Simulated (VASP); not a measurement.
Input of a VASP 6.6.1 run:

run.py

```python
from ase.calculators.vasp import Vasp
from ase.dft.bandgap import bandgap
from ase.io import read

atoms = read('POSCAR')
calc = Vasp(
    directory='calc',
    xc='r2scan',
    pp='PBE',
    setups='recommended',
    pp_version='54',
    prec='Accurate',
    encut=520,
    ediff=1e-06,
    ismear=-1,
    sigma=0.1,
    lreal=False,
    lasph=True,
    nelm=80,
    algo='Normal',
    isif=2,
    lwave=False,
    lcharg=True,
    lmixtau=True,
    ivdw=12,
    vdw_s6=1.0,
    vdw_s8=0.78981345,
    vdw_a1=0.49484001,
    vdw_a2=5.73083694,
    lelf=True,
    lvhar=True,
    kpts=[6, 6, 6],
    gamma=True,
    nbands=15,
)
atoms.calc = calc

print('energy (eV):', atoms.get_potential_energy())
print('free energy (eV):', atoms.get_potential_energy(force_consistent=True))
print('forces (eV/A):')
print(atoms.get_forces())
print('stress (eV/A^3, Voigt):', atoms.get_stress())
print('Fermi level (eV):', calc.get_fermi_level())
gap, top, bottom = bandgap(calc)
print('band gap (eV):', gap, 'from (spin, k, band)', top, 'to', bottom)
```

POSCAR

```
CsI
1.0
    4.5667000000      0.0000000000      0.0000000000
    0.0000000000      4.5667000000      0.0000000000
    0.0000000000      0.0000000000      4.5667000000
Cs I
1 1
Direct
    0.0000000000      0.0000000000      0.0000000000
    0.5000000000      0.5000000000      0.5000000000
```

Potentials or basis: VASP PAW PBE potentials, release 54 (Cs_sv, I).

Command:

```console
$ python run.py
```

(1) Predict the dispersion energy per atom.

(2) Predict the pressure.

Results:

(1) -0.114 eV.

(2) 0.0 GPa.

Caveat: the PAW data sets were made with another functional, which shifts forces and pressure a little; spin-orbit coupling is left out, which moves the levels of the heavy elements.
